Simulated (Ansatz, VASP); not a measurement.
**Two plane-wave programs on Si2Mo**

File INCAR:

```
PREC = Accurate ; ENCUT = 520
EDIFF = 1E-6 ; ISMEAR = -1
SIGMA = 0.05 ; LREAL = F
LASPH = T ; NELM = 80
ALGO = Normal ; ISIF = 2
LWAVE = F ; LCHARG = T
GGA = PS ; LELF = T
LVHAR = T ; NBANDS = 18
```

Contents of KPOINTS:

```
Automatic mesh
0
Gamma
  12 12 12
```

File POSCAR:

```
Si2Mo
1.0
   -1.6000000000      1.6000000000      3.9305000000
    1.6000000000     -1.6000000000      3.9305000000
    1.6000000000      1.6000000000     -3.9305000000
Mo Si
1 2
Direct
    0.0000000000      0.0000000000      0.0000000000
    0.6670000000      0.6670000000      0.0000000000
    0.3330000000      0.3330000000      0.0000000000
```

The input input.yaml:

```yaml
crystal:
  lattice:
    - [-1.6, 1.6, 3.9305]
    - [1.6, -1.6, 3.9305]
    - [1.6, 1.6, -3.9305]
  atoms:
    - { symbol: Mo, position: [0.0, 0.0, 0.0] }
    - { symbol: Si, position: [0.667, 0.667, 0.0] }
    - { symbol: Si, position: [0.333, 0.333, 0.0] }
hamiltonian:
  xc: pbesol
  pseudopotentials: { kind: paw }
kpoints:
  mp_grid: { grid: [12, 12, 12] }
  band_path:
    path:
      - [[0.0, 0.0, 0.0], [-0.5, 0.5, 0.0], [-0.5, 0.5, -0.0828541695], [-0.2914270847, 0.2914270847, -0.2914270847], [0.0, 0.0, 0.0], [0.5, 0.5, -0.5], [0.2914270847, 0.7085729153, -0.7085729153], [0.0, 0.5, -0.5], [-0.25, 0.75, -0.25], [0.0828541695, 0.9171458305, -0.5], [0.5, 0.5, -0.5]]
      - [[-0.5, 0.5, 0.0], [-0.25, 0.75, -0.25]]
    npoints: 14
scf:
  occupations: { method: fermi_dirac, width: 0.05 }
  n_extra_bands: 7
output:
  forces: true
  stress: true
  eigenvalues: true
  fatbands: true
  write_density: true
  write_potential: true
  elf: true
  volumetric_format: npy
```

Alike in both runs: functional PBEsol; k mesh 12 × 12 × 12; occupations fermi-dirac, width 0.05 eV; no spin polarisation.

```csv
,VASP,Ansatz
version,VASP 6.6.1,Ansatz 0.2.0
potentials or method,"VASP PAW PBE potentials, release 64 (Mo_sv, Si)",Ansatz PAW
plane-wave cutoff (eV),520,420
valence electrons in the cell,22,22
task,single point,band structure
```

Ansatz gave:

- gap on the k mesh at the Fermi level (eV): none
- pressure (GPa): -2.7
- largest component of the traceless stress (GPa): 0.84
- rms of the force components (eV/Å): 0.154

**Question.** What did VASP give for the same quantities?

**Answer.** gap on the k mesh at the Fermi level (eV): none; pressure (GPa): -2.4; largest component of the traceless stress (GPa): 0.83; rms of the force components (eV/Å): 0.152.

Atom by atom the forces differ by 0.002 eV/Å (rms over components). A gap of «none» marks a metal or a gap that the smearing closes. The functional is the same, so the differences come from potentials, cutoffs and numerics.

Caveats: the PAW data sets were made with another functional, which shifts forces and pressure a little (VASP); the PAW data sets come from PBE, with cores solved anew for the run's functional, which leaves a small shift of forces and pressure (Ansatz).
